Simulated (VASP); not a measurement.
# InP (F-43m) in VASP: further runs, part 3 of 3

VASP 6.6.1. Earlier steps stand in the parts before.

## Step 5: Single point, PBE+D4

This run uses another cell than the first one, of 25.34 Å³/atom, 0.997 times its volume.

File INCAR:

```
ALGO     = Normal         # electronic algorithm
EDIFF    = 1E-6           # SCF threshold, eV
ENCUT    = 520            # plane-wave cutoff, eV
GGA      = PE             # functional
ISIF     = 2              # what is computed and relaxed
ISMEAR   = 0              # smearing method
IVDW     = 13             # dispersion correction
LASPH    = T              # aspherical terms in the spheres
LCHARG   = T              # write CHGCAR
LELF     = T              # ELF
LREAL    = F              # projectors in reciprocal space
LVHAR    = T            
LWAVE    = F              # write WAVECAR
NBANDS   = 16             # bands
NELM     = 60             # most SCF steps
PREC     = Accurate       # precision mode
SIGMA    = 0.05           # smearing width, eV
```

File KPOINTS:

```
k-points
0
Gamma
  8 8 8
```

File POSCAR:

```
InP
1.0
    0.0000000000      2.9373397146      2.9373397146
    2.9373397146      0.0000000000      2.9373397146
    2.9373397146      2.9373397146      0.0000000000
In P
1 1
Direct
    0.0000000000      0.0000000000      0.0000000000
    0.7500000000      0.7500000000      0.7500000000
```

Potentials or basis: VASP PAW PBE potentials, release 64 (In_d, P).

The run is started by

```sh
$ cat potpaw_PBE.64/In_d/POTCAR potpaw_PBE.64/P/POTCAR > POTCAR
$ mpirun -np 1 vasp_std > vasp.out
```

OUTCAR:

```text
EDIFF = 1E-6
   ENCUT = 520
   GGA = PE
   ISIF = 2
   ISMEAR = 0
   IVDW = 13
   LASPH = T
   LREAL = F
   NELM = 60
   PREC = Accurate

 ion  position               nearest neighbor table
   1  0.000  0.000  0.000-   2 2.54   2 2.54   2 2.54   2 2.54
   2  0.750  0.750  0.750-   1 2.54   1 2.54   1 2.54   1 2.54

  LATTYP: Found a face centered cubic cell.
 ALAT       =     5.8746794292

  Lattice vectors:

 A1 = (   0.0000000000,   2.9373397146,   2.9373397146)
 A2 = (   2.9373397146,   0.0000000000,   2.9373397146)
 A3 = (   2.9373397146,   2.9373397146,   0.0000000000)

Analysis of symmetry for initial positions (statically):
=====================================================================
 Subroutine PRICEL returns:
 Original cell was already a primitive cell.

 Routine SETGRP: Setting up the symmetry group for a
 face centered cubic supercell.

 Subroutine GETGRP returns: Found 24 space group operations
 (whereof 24 operations were pure point group operations)
 out of a pool of 48 trial point group operations.

The static configuration has the point symmetry T_d .

Analysis of symmetry for dynamics (positions and initial velocities):
=====================================================================
 Subroutine PRICEL returns:
 Original cell was already a primitive cell.

 Routine SETGRP: Setting up the symmetry group for a
 face centered cubic supercell.

 Subroutine GETGRP returns: Found 24 space group operations
 (whereof 24 operations were pure point group operations)
 out of a pool of 48 trial point group operations.

The dynamic configuration has the point symmetry T_d .

 Subroutine INISYM returns: Found 24 space group operations
 (whereof 24 operations are pure point group operations),
 and found     1 'primitive' translations

----------------------------------------------------------------------------------------

                                     Primitive cell
[... 110 lines left out ...]
     AMIX     =   0.40;   BMIX     =  1.00
     AMIX_MAG =   1.60;   BMIX_MAG =  1.00
  volume/ion in A,a.u.               =      25.34       171.02
  Fermi-wavevector in a.u.,A,eV,Ry     =   1.159315  2.190788 18.286386  1.344011
  Thomas-Fermi vector in A             =   2.295909
   LORBIT       =      0    0 simple, 1 ext, 2 COOP (PROOUT), +10 PAW based schemes
   GGA     = PE    functional components
   LHFCALC =     F    Hartree Fock is set to
   AEXX    =    0.0000 exact exchange contribution
   IVDW    =    13    specifies the selected vdW correction
   LEPSILON=     F    determine dielectric tensor
   LRPA    =     F    only Hartree local field effects (RPA)
 non-spin polarized calculation
 Gauss-broadening in eV      SIGMA  =   0.05
  energy-cutoff  :      520.00
  volume of cell :       50.69
 maximum number of plane-waves:      1384
   NGX = 15   NGY = 15   NGZ = 15

 number of electron      18.0000007 magnetization

 Free energy of the ion-electron system (eV)
  ---------------------------------------------------
  ext. energy  EPLUGINS =         0.00000000
  ---------------------------------------------------
  free energy    TOTEN  =        -8.38753915 eV

  energy without entropy =       -8.38753915  energy(sigma->0) =       -8.38753915

 E-fermi :   5.3752     XC(G=0):  -9.2521

 val. band max:        5.1125393342   @ k =   0.0000   0.0000   0.0000
 cond. band min:       5.7863836967   @ k =   0.0000   0.0000   0.0000
 fundamental gap:      0.6738443625
 Fermi energy:         5.3752296214

 k-point     1 :       0.0000    0.0000    0.0000
  band No.  band energies     occupation
      1      -9.0595      2.00000
      2      -9.0595      2.00000
      3      -9.0595      2.00000
      4      -8.9109      2.00000
      5      -8.9109      2.00000
      6      -6.3570      2.00000
[... 433 lines left out ...]
      3      -8.9926      2.00000
      4      -8.9162      2.00000
      5      -8.8982      2.00000
      6      -4.3422      2.00000
[... 8 lines left out ...]
     15      15.8034      0.00000
     16      16.4168      0.00000

 [... further k-points ...]

------------------------ aborting loop because EDIFF is reached ----------------------------------------

  DFT-D4 for vdW energy calculation

  Edisp (eV):   -0.66914

  FORCE on cell =-STRESS in cart. coord.  units (eV):
  Direction    XX          YY          ZZ          XY          YZ          ZX
  --------------------------------------------------------------------------------------
  -------------------------------------------------------------------------------------
  Total       0.16106     0.16106     0.16106     0.00000     0.00000     0.00000
  in kB       5.09089     5.09089     5.09089     0.00000     0.00000     0.00000
  external pressure =        5.09 kB  Pullay stress =        0.00 kB

 VOLUME and BASIS-vectors are now :
 -----------------------------------------------------------------------------
  energy-cutoff  :      520.00
  volume of cell :       50.69
      direct lattice vectors                 reciprocal lattice vectors
     0.000000000  2.937339715  2.937339715    -0.170222054  0.170222054  0.170222054
     2.937339715  0.000000000  2.937339715     0.170222054 -0.170222054  0.170222054
     2.937339715  2.937339715  0.000000000     0.170222054  0.170222054 -0.170222054

 POSITION                                       TOTAL-FORCE (eV/Angst)
 -----------------------------------------------------------------------------------
      0.00000      0.00000      0.00000        -0.000000     -0.000000     -0.000000
      4.40601      4.40601      4.40601         0.000000      0.000000      0.000000
 -----------------------------------------------------------------------------------
    total drift:                                0.000000      0.000000      0.000000

  FREE ENERGIE OF THE ION-ELECTRON SYSTEM (eV)
  ---------------------------------------------------
  free  energy   TOTEN  =        -9.0566758076 eV

  energy  without entropy=       -9.0566758076  energy(sigma->0) =       -9.05667581
```

OSZICAR:

```text
N       E                     dE             d eps       ncg     rms          rms(c)
DAV:   1     0.110377218132E+03    0.11038E+03   -0.83824E+03   928   0.122E+03
DAV:   2    -0.158259200579E+01   -0.11196E+03   -0.10775E+03  1056   0.289E+02
DAV:   3    -0.861104160663E+01   -0.70284E+01   -0.69975E+01  1200   0.721E+01
DAV:   4    -0.879598425024E+01   -0.18494E+00   -0.18488E+00  1232   0.129E+01
DAV:   5    -0.880688682679E+01   -0.10903E-01   -0.10902E-01  1368   0.259E+00    0.564E+00
DAV:   6    -0.841498515506E+01    0.39190E+00   -0.62194E-01  1488   0.128E+01    0.339E+00
DAV:   7    -0.838628335129E+01    0.28702E-01   -0.16011E-01  1352   0.315E+00    0.125E+00
DAV:   8    -0.838668699180E+01   -0.40364E-03   -0.15394E-02  1152   0.147E+00    0.324E-01
DAV:   9    -0.838731575963E+01   -0.62877E-03   -0.13119E-03  1184   0.388E-01    0.157E-01
DAV:  10    -0.838746445184E+01   -0.14869E-03   -0.24565E-04  1392   0.205E-01    0.105E-01
DAV:  11    -0.838753977148E+01   -0.75320E-04   -0.11719E-04  1112   0.944E-02    0.451E-02
DAV:  12    -0.838753915141E+01    0.62006E-06   -0.81015E-06  1080   0.290E-02
   1 F= -.90566758E+01 E0= -.90566758E+01  d E =-.170072E-15
```

stdout:

```text
POSCAR found type information on POSCAR InP
 POSCAR found :  2 types and       2 ions
 scaLAPACK will be used
 LDA part: xc-table for (Slater+PW92), standard interpolation
 POSCAR, INCAR and KPOINTS ok, starting setup
 FFT: planning ... GRIDC
 FFT: planning ... GRID_SOFT
 FFT: planning ... GRID
 WAVECAR not read
 entering main loop
```

Run time: 34 s. Hardware: 1 thread of AMD EPYC 7R13, shared host; peak memory 0.16 GiB.

What came out:

```
Free energy                : -9.0567 eV
Pressure                   : 0.5 GPa
Band gap on the k mesh     : 0.67 eV, direct
Dispersion energy per atom : -0.335 eV
```

Caveat: spin-orbit coupling is left out, which moves the levels of the heavy elements.

## Step 6: Single point, LDA (volume scaled by 1.04)

File INCAR:

```
ALGO     = Normal         # electronic algorithm
EDIFF    = 1E-6           # SCF threshold, eV
ENCUT    = 520            # plane-wave cutoff, eV
GGA      = CA             # functional
ISIF     = 2              # what is computed and relaxed
ISMEAR   = 0              # smearing method
LASPH    = T              # aspherical terms in the spheres
LCHARG   = F              # write CHGCAR
LREAL    = F              # projectors in reciprocal space
LWAVE    = F              # write WAVECAR
NBANDS   = 16             # bands
NELM     = 80             # most SCF steps
PREC     = Accurate       # precision mode
SIGMA    = 0.05           # smearing width, eV
```

KPOINTS is that of step 5.

File POSCAR:

```
InP
1.0
    0.0000000000      2.9516448736      2.9516448736
    2.9516448736      0.0000000000      2.9516448736
    2.9516448736      2.9516448736      0.0000000000
In P
1 1
Direct
    0.0000000000      0.0000000000      0.0000000000
    0.7500000000      0.7500000000      0.7500000000
```

Potentials or basis: VASP PAW LDA potentials, release 64 (In_d, P).

The run is started by

```sh
$ cat potpaw_LDA.64/In_d/POTCAR potpaw_LDA.64/P/POTCAR > POTCAR
$ mpirun -np 1 vasp_std > vasp.out
```

It took 27 s on 1 thread of Intel Xeon 8259CL, shared host; peak memory 0.16 GiB.

The run converged. Its results:

```
Free energy            : -9.6567 eV
Pressure               : -2.5 GPa
Band gap on the k mesh : 0.39 eV, direct
```

Levels at points of the mesh, in eV from the valence-band top:
| k point | band 5 | band 6 | band 7 | band 8 | band 9 | band 10 | band 11 | band 12 | band 13 | band 14 |
| --- | --- | --- | --- | --- | --- | --- | --- | --- | --- | --- |
| (0.00, 0.00, 0.00) | -14.00 | -11.40 | 0.00 | 0.00 | 0.00 | 0.39 | 3.96 | 3.96 | 3.96 | 8.18 |
| (0.50, 0.00, 0.00) | -13.99 | -9.72 | -5.72 | -0.96 | -0.96 | 1.27 | 4.70 | 4.70 | 6.85 | 9.13 |
| (0.50, 0.50, 0.00) | -13.97 | -9.07 | -5.77 | -2.29 | -2.29 | 1.63 | 2.13 | 8.86 | 9.28 | 9.28 |

Caveat: the cell differs from its parent crystal (volume scaled by 1.04); spin-orbit coupling is left out, which moves the levels of the heavy elements.

## Step 7: Summary

| level | potentials or basis | cell | gap on the mesh (eV) | pressure (GPa) |
| --- | --- | --- | --- | --- |
| BLYP+D3(BJ) | VASP PAW PBE potentials, release 64 (In_d, P) | a = 4.159 Å, angles 60.0°, 2 atoms | 0.57 | 0.9 |
| BLYP+D3(BJ) | VASP PAW PBE potentials, release 64 (In_d, P) | a = 4.150 Å, angles 60.0°, 2 atoms | 0.61 | 1.3 |
| PBE+D4 | VASP PAW PBE potentials, release 64 (In_d, P) | a = 4.144 Å, angles 60.0°, 2 atoms | 0.71 | 1.0 |
| PBE+D4 | VASP PAW PBE potentials, release 64 (In_d, P) | a = 4.154 Å, angles 60.0°, 2 atoms | 0.67 | 0.5 |
| LDA | VASP PAW LDA potentials, release 64 (In_d, P) | a = 4.174 Å, angles 60.0°, 2 atoms | 0.39 | -2.5 |

Alike in all rows: task single point; no spin polarisation; k mesh 8 × 8 × 8; cutoff (eV) 520; smearing gaussian 0.05 eV.

Caveats: spin-orbit coupling is left out, which moves the levels of the heavy elements; the PAW data sets were made with another functional, which shifts forces and pressure a little (some runs).

Absolute energies hang on the potentials; compare differences alone.

## Step 8: Comparison with measurements

Step 2. Measured gap of InP: 1.4236 eV (direct; 1.6 K; a printed reference work, data compilation). This calculation gives 0.57 eV (-0.86 eV). Spin-orbit coupling on In is left out. The value is that of BLYP+D3(BJ), without temperature or zero-point motion. Semilocal functionals fall short of measured gaps as a rule.

Step 4. Measured gap of InP: 1.4236 eV (direct; 1.6 K; a printed reference work, data compilation). This calculation gives 0.71 eV (-0.71 eV). Spin-orbit coupling on In is left out. The value is that of PBE+D4, without temperature or zero-point motion. Semilocal functionals fall short of measured gaps as a rule.

Step 5. A measured gap of InP is 1.4236 eV (direct; 1.6 K; a printed reference work, data compilation); the calculated 0.67 eV misses it by -0.75 eV. Spin-orbit coupling on In is left out. The value is that of PBE+D4, without temperature or zero-point motion. Semilocal functionals fall short of measured gaps as a rule.
